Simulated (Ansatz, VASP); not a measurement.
## Cross-check of BAs between VASP and Ansatz

Wanted: the spread between two codes on one cell, functional and k mesh. The cell is taken from a series of VASP runs on this material, whose earlier steps may have relaxed, scaled or displaced it; both programs get it as it stands.

Main program and level: Ansatz 0.2.0; plane waves, with VASP 6.6.1 beside it; relaxation of cell and atoms at HSE06 and single point at HSE06.

## (1) The structure

The structure is cubic, space group F-43m (No. 216). The conventional cell has a = 4.772 Å, b = 4.772 Å, c = 4.772 Å, α = 90.00°, β = 90.00°, γ = 90.00°. Nearest to As lie 4 B at 2.07 Å. B has 4 As at 2.07 Å nearest. Farther neighbours are not listed.

Coordinates:

```cif
data_structure
_symmetry_space_group_name_H-M 'F-43m'
_symmetry_Int_Tables_number 216
_cell_length_a 4.7725
_cell_length_b 4.7725
_cell_length_c 4.7725
_cell_angle_alpha 90.000
_cell_angle_beta 90.000
_cell_angle_gamma 90.000
_cell_volume 108.70
loop_
_atom_site_label
_atom_site_type_symbol
_atom_site_symmetry_multiplicity
_atom_site_Wyckoff_symbol
_atom_site_fract_x
_atom_site_fract_y
_atom_site_fract_z
_atom_site_occupancy
As1 As 4 c 0.25000 0.25000 0.25000 1
B1 B 4 a 0.00000 0.00000 0.00000 1
```

## (2) VASP: relaxation of cell and atoms, HSE06

The relaxed volume is the usual yardstick between codes: its relative difference is about their pressure difference at one cell divided by the bulk modulus.

Lines of VASP's logs that name or quote its potential files are left out, and so is its time.

The run reads the wave functions of an earlier VASP run, which isn't shown here.

Contents of INCAR:

```
SYSTEM = BAs
PREC = Accurate
ENCUT = 450
EDIFF = 1E-06
NELM = 100
ISMEAR = 0
SIGMA = 0.03
LREAL = .FALSE.
ALGO = Normal
LHFCALC = .TRUE.
AEXX = 0.25
GGA = PE
HFSCREEN = 0.2
LASPH = .TRUE.
NBANDS = 10
PRECFOCK = Fast
LORBIT = 11
LWAVE = .FALSE.
LCHARG = .FALSE.
KPAR = 4
IBRION = 2
NSW = 50
ISIF = 3
EDIFFG = -0.004
```

Contents of POSCAR:

```
BAs
1.0
    0.0000000000      2.3862458446      2.3862458446
    2.3862458446      0.0000000000      2.3862458446
    2.3862458446      2.3862458446      0.0000000000
As B
1 1
Direct
    0.7500000000      0.7500000000      0.7500000000
    0.0000000000      0.0000000000      0.0000000000
```

Contents of KPOINTS:

```
Automatic mesh
0
Gamma
5 5 5
0 0 0
```

PAW data sets: As and B (PBE family, release 64).

Command:

```bash
> mpirun -np 4 vasp_std
```

Numbers of over 12 decimals in the logs are rounded to 6 here.

The log of the run:

```text
[banner, memory and clock lines left out]
running    4 mpi-ranks, on    1 nodes
 distrk:  each k-point on    1 cores,    4 groups
 distr:  one band on    1 cores,    1 groups

 POSCAR found type information on POSCAR AsB
 POSCAR found :  2 types and       2 ions
 LDA part: xc-table for (Slater+PW92), standard interpolation
 found WAVECAR, reading the header
 POSCAR, INCAR and KPOINTS ok, starting setup
 FFT: planning ... GRIDC
 FFT: planning ... GRID_SOFT
 FFT: planning ... GRID
 reading WAVECAR
 the WAVECAR file was read successfully
 initial charge from wavefunction
 entering main loop
       N       E                     dE             d eps       ncg     rms          rms(c)
DAV:   1    -0.132378835741E+02   -0.13238E+02   -0.49826E-01   204   0.479E+00    0.248E+00
DAV:   2    -0.132410119778E+02   -0.31284E-02   -0.70529E-03   230   0.635E-01    0.161E+00
DAV:   3    -0.132403188786E+02    0.69310E-03   -0.63289E-04   228   0.129E-01    0.939E-01
DAV:   4    -0.132401028018E+02    0.21608E-03   -0.16538E-04   228   0.697E-02    0.530E-01
DAV:   5    -0.132400279572E+02    0.74845E-04   -0.22541E-05   210   0.357E-02    0.305E-01
DAV:   6    -0.132400025255E+02    0.25432E-04   -0.88223E-06   246   0.239E-02    0.176E-01
DAV:   7    -0.132399954861E+02    0.70394E-05   -0.35420E-06   214   0.148E-02    0.101E-01
DAV:   8    -0.132399939377E+02    0.15484E-05   -0.10589E-06   120   0.816E-03    0.584E-02
DAV:   9    -0.132399937289E+02    0.20880E-06   -0.44353E-07   110   0.528E-03
   1 F= -.13239994E+02 E0= -.13239994E+02  d E =-.132400E+02
 curvature:   0.00 expect dE= 0.000E+00 dE for cont linesearch  0.000E+00
 trial: gam= 0.00000 g(F)=  0.368E-45 g(S)=  0.345E-06 ort = 0.000E+00 (trialstep = 0.100E+01)
 search vector abs. value=  0.345E-06
 reached required accuracy - stopping structural energy minimisation
```

OUTCAR, selected parts (step 2):

```text
ion  position               nearest neighbor table
   1  0.750  0.750  0.750-   2 2.07   2 2.07   2 2.07   2 2.07
   2  0.000  0.000  0.000-   1 2.07   1 2.07   1 2.07   1 2.07

  LATTYP: Found a face centered cubic cell.
 ALAT       =     4.7724916892

 Subroutine GETGRP returns: Found 24 space group operations
 (whereof 24 operations were pure point group operations)

The static configuration has the point symmetry T_d .

 Found     10 irreducible k-points:

   k-points           NKPTS =     10   k-points in BZ     NKDIM =    125   number of bands    NBANDS=     10

   dimension x,y,z NGX =    24 NGY =   24 NGZ =   24
   dimension x,y,z NGXF=    48 NGYF=   48 NGZF=   48

   ENCUT  =  450.0 eV  33.07 Ry    5.75 a.u.   5.84  5.84  5.84*2*pi/ulx,y,z

   NELECT =       8.0000    total number of electrons

 k-points in reciprocal lattice and weights: Automatic mesh
   0.00000000  0.00000000  0.00000000       0.008
   0.20000000  0.00000000  0.00000000       0.064
   0.40000000  0.00000000  0.00000000       0.064
   0.20000000  0.20000000  0.00000000       0.048
   0.40000000  0.20000000  0.00000000       0.192
  -0.40000000  0.20000000  0.00000000       0.192
  -0.20000000  0.20000000  0.00000000       0.096
   0.40000000  0.40000000  0.00000000       0.048
  -0.40000000  0.40000000  0.00000000       0.096
  -0.40000000  0.40000000  0.20000000       0.192

  exchange ACFDT corr.  =         0.00000000  see jH, gK, PRB 81, 115126

 average (electrostatic) potential at core
       1 -45.0433       2 -23.7960

 E-fermi :   5.9313

 k-point     1 :       0.0000    0.0000    0.0000
  band No.  band energies     occupation
      1     -11.2452      2.00000
      2       5.7364      2.00000
      3       5.7364      2.00000
      4       5.7364      2.00000
      5       9.8801      0.00000
      6       9.8801      0.00000
      7       9.8801      0.00000
      8      11.6897      0.00000
      9      16.4048      0.00000
    ...

 k-point     2 :       0.2000    0.0000    0.0000
  band No.  band energies     occupation
      1     -10.5275      2.00000
      2       1.6542      2.00000
      3       4.7985      2.00000
      4       4.7985      2.00000
      5       9.8869      0.00000
      6      11.0782      0.00000
      7      11.0782      0.00000
      8      14.2168      0.00000
      9      17.9640      0.00000
    ...

 k-point     3 :       0.4000    0.0000    0.0000
  band No.  band energies     occupation
      1      -8.6483      2.00000
      2      -3.0092      2.00000
      3       3.8679      2.00000
      4       3.8679      2.00000
      5       9.4153      0.00000
      6      11.5101      0.00000
      7      11.5101      0.00000
      8      15.8248      0.00000
      9      19.1349      0.00000
    ...

  Total       -0.0021844     -0.0021844     -0.0021844      0.0000000     -0.0000000      0.0000000
  in kB       -0.1287860     -0.1287860     -0.1287860      0.0000000     -0.0000000      0.0000000
  external PRESSURE =      -0.1287860 kB  Pullay stress =       0.0000000 kB

  energy-cutoff  :      450.00
  volume of cell :       27.18
      direct lattice vectors                 reciprocal lattice vectors
     0.000000000  2.386245845  2.386245845    -0.209534152  0.209534152  0.209534152
     2.386245845  0.000000000  2.386245845     0.209534152 -0.209534152  0.209534152
     2.386245845  2.386245845  0.000000000     0.209534152  0.209534152 -0.209534152

 POSITION                                       TOTAL-FORCE (eV/Angst)
 -----------------------------------------------------------------------------------
      3.57937      3.57937      3.57937         0.000000     -0.000000      0.000000
      0.00000      0.00000      0.00000        -0.000000      0.000000     -0.000000
 -----------------------------------------------------------------------------------
    total drift:                               -0.000002     -0.000001     -0.000001

  FREE ENERGIE OF THE ION-ELECTRON SYSTEM (eV)
  ---------------------------------------------------
  free  energy   TOTEN  =       -13.2399937289 eV

  energy  without entropy=      -13.2399937289  energy(sigma->0) =      -13.23999373

 reached required accuracy - stopping structural energy minimisation

 total charge
# of ion       s       p       d       tot
------------------------------------------
    1        1.184   1.707   0.093   2.984
    2        0.653   1.182   0.000   1.835
--------------------------------------------------
tot          1.837   2.889   0.093   4.819

[... 3 further parts left out ...]
```

The k-mesh is coarse for exact exchange; levels may shift by about 0.1 eV on a finer one.

## (3) Ansatz: relaxation of cell and atoms, HSE06

Ansatz runs on its default PAW (the set named soft_2) files.

The same cell, functional, mesh and smearing now go to Ansatz, which takes its cutoff from its data sets.

Contents of input.yaml:

```yaml
crystal:
  lattice:
    - [0.0, 2.3862458446, 2.3862458446]
    - [2.3862458446, 0.0, 2.3862458446]
    - [2.3862458446, 2.3862458446, 0.0]
  atoms:
    - { symbol: As, position: [0.75, 0.75, 0.75] }
    - { symbol: B, position: [0.0, 0.0, 0.0] }
hamiltonian:
  xc: { exchange: pbe, correlation: pbe, exx: { coeff: 0.25, omega: 0.2 } }
  pseudopotentials: { kind: paw }
kpoints:
  mp_grid: { grid: [5, 5, 5] }
scf:
  occupations: { method: gaussian, width: 0.03 }
relax:
  f_tol: 0.01
  max_steps: 60
  cell: { stress_tol: 0.05 }
output:
  forces: true
  stress: true
```

Command:

```bash
> ansatz run input.yaml --threads 4 --pin off --max-ram 9216MiB --backend cpu --events-out ev --progress --plain --runs-dir out
```

The log of the run:

```text
Engine: ansatz 0.2.0, aarch64-unknown-linux-gnu
Pseudopotentials: kind: paw
Pseudopotential: As, paw, valence charge 15, recommended cutoff 420 eV (normal), As.paw.azcp
Pseudopotential: B, paw, valence charge 3, recommended cutoff 420 eV (normal), B.paw.azcp
Functional definition: unnamed
  parameter a_1 = 0.25
  parameter omega_1 = 0.2/angstrom
  exchange = pbe_x + (-a_1)*pbe_x_sr(omega_1) + a_1*exact_x_sr(omega_1)
  correlation = pbe_c
Crystal: 2 atoms, lattice volume = 27.175 Å³
Basis set: ecut = 420 eV, 531 PW (Γ), exchange–correlation on 48×48×48 points (8 copies of the dense FFT grid, shifted against one another)
Bands: 13, of which v1, the nominal top of the filled ones, is band 9 counted from 1 (8 counted from 0)
Symmetry: 24 space group operations
Space group: F-43m (ITA 216), of the structure as read, at distance tolerance 3.0e-5 Å
k-points: 10 of 125 (time reversal used)
Non-local potential: As, projectors of the file, l = 0: 2, l = 1: 2, l = 2: 3, l = 3: 1
Non-local potential: B, projectors of the file, l = 0: 2, l = 1: 2, l = 2: 1
PAW form: soft (Blöchl's): semilocal exchange-correlation on the pseudo side does not see the compensation charge
PAW frozen core: As, regenerated for the run's functional, and the local potential with it (the file was generated under x = pbe(κ = 0.804, μ = 0.219515), c = pbe(β = 0.066725))
PAW frozen core: B, regenerated for the run's functional, and the local potential with it (the file was generated under x = pbe(κ = 0.804, μ = 0.219515), c = pbe(β = 0.066725))
PAW one-centre angular grid: As, 590 points (default); XC on 64 Gauss nodes
PAW one-centre angular grid: B, 110 points (default); XC on 64 Gauss nodes
Initial density: superposition of atomic densities (neutral atoms: chi_scale 0, normalization atom), corrected by the library's trained network
Initial wavefunctions: pseudopotential atomic-orbital guess
Functional: x = pbe(κ = 0.804, μ = 0.219515), c = pbe(β = 0.066725), warm-up for x = pbe(κ = 0.804, μ = 0.219515) + 0.25 (exact − pbe) at short range (hse, ω = 0.2 Å⁻¹), c = pbe(β = 0.066725)
SCF iter   1: F=—  HF=-5012.041751 eV  |F-HF|=—  |Δ(HF+E_count)|=         —  Δρ=1.26e-3  dr2=3.36e-4  ethr=1.77e-3  ⟨swp⟩=5.5  Hψ=522  notcnv=0
preconditioner: auto → none  [insulator: Δε(μ)=1.180 eV  Ē_g=12.440 eV  σ=0.030 eV  W_gap=1.00  n_scr=8 (ndim 8)  ℏωp=20.1 eV  f_vac=0.000  D(μ)=0.00/eV (n_scr^D=0)]
SCF iter   2: F=-5012.041928 eV  HF=-5012.041887 eV  |F-HF|=4.10e-5  |Δ(HF+E_count)|=   1.36e-4  Δρ=5.75e-4  dr2=7.06e-5  ethr=1.87e-6  ⟨swp⟩=4.0  Hψ=352  notcnv=0
SCF 1 stopped early in 2 iterations: F = -5012.041928 eV  dr2 = 7.06e-5
  greatest PAW one-centre occupation: 0.999 electrons in one spin orbital (limit 2), on the As atom at site 0 (counted from 0), in its partial waves of l = 2
Initial density: handed on by an earlier stage of this run
Initial wavefunctions: those handed on with the density
Functional: x = pbe(κ = 0.804, μ = 0.219515) + 0.25 (exact − pbe) at short range (hse, ω = 0.2 Å⁻¹), c = pbe(β = 0.066725)
Exchange kernel: α = 0.2500, screened, ω = 0.2000 Å⁻¹, Wigner–Seitz truncation, v(0) = 1111.4358 eV·Å³, q-mesh 5×5×5, nearest image of the exchange supercell L = 16.87 Å, pair-density grid 15×15×15, without the augmentation charges, whose exchange is taken in its separable form by FFT convolution over the k-point mesh (sized by the pseudopotential files, 20×20×20 at the most), smooth part of the exact exchange by density-matrix convolution
Frozen-core exchange: fock
SCF iter   1: F=—  HF=-5013.448069 eV  |F-HF|=—  |Δ(HF+E_count)|=         —  Δρ=6.57e-3  dr2=6.54e-3  ethr=3.92e-6  ⟨swp⟩=5.5  Hψ=562  notcnv=0
preconditioner: auto → none  [insulator: Δε(μ)=1.816 eV  Ē_g=14.142 eV  σ=0.030 eV  W_gap=1.00  n_scr=8 (ndim 8)  ℏωp=20.1 eV  f_vac=0.001  D(μ)=0.00/eV (n_scr^D=0)]
SCF iter   2: F=—  HF=-5013.440461 eV  |F-HF|=—  |Δ(HF+E_count)|=   7.61e-3  Δρ=3.02e-3  dr2=1.73e-3  ethr=3.92e-6  ⟨swp⟩=4.0  Hψ=426  notcnv=0
SCF iter   3: F=—  HF=-5013.440146 eV  |F-HF|=—  |Δ(HF+E_count)|=   3.15e-4  Δρ=1.31e-3  dr2=3.68e-4  ethr=3.92e-6  ⟨swp⟩=2.8  Hψ=234  notcnv=0
SCF iter   4: F=—  HF=-5013.443944 eV  |F-HF|=—  |Δ(HF+E_count)|=   3.80e-3  Δρ=9.81e-4  dr2=9.48e-5  ethr=8.66e-7  ⟨swp⟩=4.0  Hψ=420  notcnv=0
iter 5 solved again at ethr=4.44e-8 eV; its pass at ethr=5.18e-7 eV (dr2=8.00e-6 eV) is discarded
SCF iter   5: F=—  HF=-5013.443884 eV  |F-HF|=—  |Δ(HF+E_count)|=   6.00e-5  Δρ=2.92e-4  dr2=9.35e-6  ethr=4.44e-8  ⟨swp⟩=2.0  Hψ=491  notcnv=0
SCF iter   6: F=-5013.443879 eV  HF=-5013.443879 eV  |F-HF|=2.64e-7  |Δ(HF+E_count)|=   5.29e-6  Δρ=4.89e-5  dr2=1.71e-6  ethr=4.38e-8  ⟨swp⟩=3.0  Hψ=270  notcnv=0
SCF 2 stopped early in 6 iterations: F = -5013.443879 eV  dr2 = 1.71e-6
hybrid outer 1: dexx = +4.312e-3 eV, tail = 5.29e-5 eV
Exchange kernel: α = 0.2500, screened, ω = 0.2000 Å⁻¹, Wigner–Seitz truncation, v(0) = 1111.4358 eV·Å³, q-mesh 5×5×5, nearest image of the exchange supercell L = 16.87 Å, pair-density grid 15×15×15, without the augmentation charges, whose exchange is taken in its separable form by FFT convolution over the k-point mesh (sized by the pseudopotential files, 20×20×20 at the most), smooth part of the exact exchange by density-matrix convolution
Frozen-core exchange: fock
SCF iter   1: F=—  HF=-5013.444124 eV  |F-HF|=—  |Δ(HF+E_count)|=         —  Δρ=1.02e-4  dr2=1.70e-6  ethr=1.47e-6  ⟨swp⟩=4.3  Hψ=303  notcnv=0
preconditioner: auto → none  [insulator: Δε(μ)=1.854 eV  Ē_g=14.147 eV  σ=0.030 eV  W_gap=1.00  n_scr=8 (ndim 8)  ℏωp=20.1 eV  f_vac=0.001  D(μ)=0.00/eV (n_scr^D=0)]
SCF iter   2: F=—  HF=-5013.444124 eV  |F-HF|=—  |Δ(HF+E_count)|=   1.41e-7  Δρ=1.23e-5  dr2=8.14e-8  ethr=8.21e-9  ⟨swp⟩=4.0  Hψ=357  notcnv=0
SCF iter   3: F=—  HF=-5013.444125 eV  |F-HF|=—  |Δ(HF+E_count)|=   6.82e-7  Δρ=1.27e-5  dr2=2.83e-8  ethr=8.47e-11  ⟨swp⟩=4.0  Hψ=364  notcnv=0
SCF iter   4: F=-5013.444125 eV  HF=-5013.444125 eV  |F-HF|=1.33e-10  |Δ(HF+E_count)|=   7.21e-9  Δρ=1.37e-6  dr2=1.73e-9  ethr=8.47e-11  ⟨swp⟩=3.0  Hψ=251  notcnv=0
SCF 3 stopped early in 4 iterations: F = -5013.444125 eV  dr2 = 1.73e-9
hybrid outer 2: dexx = +8.416e-7 eV, tail = 2.41e-8 eV, Δε = 2.69e-3 eV (about 1.02e-4 eV left of the loop's levels)
Exchange kernel: α = 0.2500, screened, ω = 0.2000 Å⁻¹, Wigner–Seitz truncation, v(0) = 1111.4358 eV·Å³, q-mesh 5×5×5, nearest image of the exchange supercell L = 16.87 Å, pair-density grid 15×15×15, without the augmentation charges, whose exchange is taken in its separable form by FFT convolution over the k-point mesh (sized by the pseudopotential files, 20×20×20 at the most), smooth part of the exact exchange by density-matrix convolution
Frozen-core exchange: fock
SCF iter   1: F=—  HF=-5013.444125 eV  |F-HF|=—  |Δ(HF+E_count)|=         —  Δρ=2.31e-6  dr2=1.36e-9  ethr=6.68e-10  ⟨swp⟩=5.8  Hψ=357  notcnv=0
SCF iter   2: F=—  HF=-5013.444125 eV  |F-HF|=—  |Δ(HF+E_count)|=  3.35e-10  Δρ=1.72e-7  dr2=3.56e-11  ethr=6.47e-12  ⟨swp⟩=4.0  Hψ=347  notcnv=0
SCF iter   3: F=-5013.444125 eV  HF=-5013.444125 eV  |F-HF|=9.09e-12  |Δ(HF+E_count)|=  2.72e-10  Δρ=2.03e-7  dr2=1.18e-11  ethr=1.00e-12  ⟨swp⟩=3.4  Hψ=258  notcnv=0
SCF 4 converged in 3 iterations: F = -5013.444125 eV  dr2 = 1.18e-11
  Residual-converged pass: ⟨swp⟩=4.0  Hψ=368  notcnv=0  max |occ|·‖R‖ = 9.0e-9 eV (tolerance 1.0e-8 eV)  dr2=1.19e-11  dr2_onsite=2.77e-12  max |Δocc| = 0.0e0
hybrid outer 3: dexx = +3.628e-10 eV, tail = 3.65e-11 eV, Δε = 5.28e-5 eV (about 3.81e-6 eV left of the loop's levels)
relax step   1: F+E_penalty+E_count = -5013.44412460 eV  Δ(F+E_penalty+E_count) = +0.000e0 eV  max|allowed force component| = 2.761e-16 eV/Å  Δτ_max = 0.0000 Å  P = +0.077 GPa  Ω = 27.175 Å³  (15 SCF iters, accepted)
[...]
relax step   2: F+E_penalty+E_count = -5013.44412122 eV  Δ(F+E_penalty+E_count) = +3.382e-6 eV  max|allowed force component| = 8.450e-17 eV/Å  Δτ_max = 0.0000 Å  P = +0.018 GPa  Ω = 27.186 Å³  energy of the carried Pulay correction = -6.606e-6 eV  (9 SCF iters, accepted)
[...]
relax step   3: F+E_penalty+E_count = -5013.44412122 eV  Δ(F+E_penalty+E_count) = -4.547e-12 eV  max|allowed force component| = 9.339e-17 eV/Å  Δτ_max = 0.0000 Å  P = +0.019 GPa  Ω = 27.186 Å³  stress off target by 1.86e-2 GPa  SCF on the basis re-selected at this cell (its energy is not comparable with the rows above)  (4 SCF iters)
basis re-selected at this cell: Δ(F+E_penalty+E_count) = -4.547e-12 eV, ΔP = +0.001 GPa vs the last step (what re-selecting the basis moved, of the pressure what is left beyond the Pulay correction that the steps carried, after the strain that the cell walked since its last selection, with what the two solves' SCF thresholds leave and, on support functions, any second-order correction that the steps lacked; it is no  [...]
hybrid SCF converged: 2 outer / 4 inner (+0 warm-up), last move |dexx| = 0.00e0 eV, tail = 3.17e-13 eV
Stability not checked: this state was not tested for a lower state beside it, because the functional holds exact exchange (a hybrid, or Hartree-Fock), whose exchange loop this test does not read (fock_operator; see scf.lower_state_search)
Free energy (F): -5013.444121 eV
Frozen-core exchange: fock
Harris-Foulkes:  -5013.444121 eV  (|F-HF|=9.09e-13)
Internal energy: -5013.444121 eV  (E = F + TS)
E sigma→0 (E₀):  -5013.444121 eV
Fermi energy:    11.700754 eV
--- Per-component energies (eV) ---
  E_band       = -256.653559
  E_kinetic    = 151.334942
  E_local      = -1691.558309  (includes V_loc(G=0)·N_el)
  E_nonlocal   = -658.790870
  E_hartree    = 940.206844
  E_xc         = -90.223454
  E_vxc        = -94.643755  (∫ρ·V_xc dr)
  E_exx        = -66.993456  (= α·E_x^exact, valence–valence)
  E_paw        = -1869.471916  (= ΣΔE_a)
  E_vpaw       = 290.577656  (= ΣTr[D̂ρ^β])
  E_aug_tail   = 0.000007  (compensation charges beyond the density's cutoff)
  E_ewald      = -1727.175200
  E_core_change = -0.772710  (= ΣΔE_core)
  E_smearing   = -0.000000  (= −TS)
  E_closure    = -0.000000  (closes the sum)
  Σ components = -5013.444121   (vs F -5013.444121, Δ=-9.09e-13)
--- Forces (eV/Å), atoms counted from 1 ---
  atom   1  As     0.00000000     0.00000000     0.00000000
  atom   2  B     -0.00000000     0.00000000     0.00000000
  max |Σ_I F_I| component: 2.02e-16 eV/Å
--- Stress (GPa, compression-positive) ---
        0.018640       0.000000       0.000000
        0.000000       0.018640       0.000000
        0.000000       0.000000       0.018640
  P = ⅓ Tr σ = 0.0186 GPa (0.186 kbar)
--- Band table (eV; the first three rows and the last of 10) ---
  k-point 0: bands = [... 5 lower, -6.2026, 10.7733, 10.7733, 10.7733, 14.9199, 14.9199]
  k-point 1: bands = [... 5 lower, -5.4845, 6.6859, 9.8329, 9.8329, 14.9202, 16.1231]
  k-point 2: bands = [... 5 lower, -3.6015, 2.0194, 8.9005, 8.9005, 14.4470, 16.5593]
  k-point 9: bands = [... 5 lower, -2.0412, 2.3014, 4.7946, 6.2367, 16.1335, 17.0770]
  guard bands above this table: 2 of the run's 13 bands. The solve was not asked for them (output.publish_guard_bands: true or output.eigenvalues: true publishes all)
--- Relaxed structure (2 steps of the walk, 2 accepted, 1 SCFs on fresh bases) ---
  F+E_penalty+E_count = -5013.44412122 eV   max|allowed force component| = 9.339e-17 eV/Å   (the final SCF, on the basis selected at the relaxed cell)
  cell:  # Å, volume = 27.1862 Å³
    - [0, 2.386564, 2.386564]
    - [2.386564, 0, 2.386564]
    - [2.386564, 2.386564, 0]
  atoms:
    - { symbol: As, position: [0.750000, 0.750000, 0.750000] }
    - { symbol: B, position: [0, 0, 0] }
```

Run time: 8.9 s. Hardware: 4 threads of Arm Neoverse V2, shared host; peak memory 0.65 GiB.

[end of part 1 of 2]

[Lines on the potential files, build, host, timing and source positions are cut from VASP's logs without a mark.]

[Logs are printed without paths, hosts, clocks, repeated set-up lines and the standing remarks that a program may print on its own settings, such as how far it seeks lower states.]

[Hosts, paths, dates, database ids (printed as entryN), source tags and the programs' standing remarks are cut or masked in the printed files.]
